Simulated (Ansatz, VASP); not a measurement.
## Two plane-wave programs on As

```
As
1.0
     2.93037    0.00000    0.00000
    -1.46519    2.53778    0.00000
     0.00000    0.00000    2.75315
As
1
Direct
  0.00000 0.00000 0.00000
```

Alike in both runs: functional PBE; k mesh 15 × 15 × 14; occupations fermi-dirac, width 0.1 eV; no spin polarisation.

Ansatz relaxed the structure, and its values are those at the end. VASP's run is a single point on that final structure, the one shown.

```csv
,VASP,Ansatz
version,VASP 6.6.1,Ansatz 0.2.0
potentials or method,"VASP PAW PBE potentials, release 64 (As)","PAW with Ansatz's default frozen-core files, scalar-relativistic"
plane-wave cutoff (eV),520,420
valence electrons in the cell,5,15
```

|  | VASP | Ansatz | Ansatz less VASP |
| --- | --- | --- | --- |
| pressure (GPa) | -1.4 | -1.5 | -0.09 |

With one functional, cell and mesh, what is left measures potentials, basis and numerics. The two sets of potentials don't hold the same shells in valence.
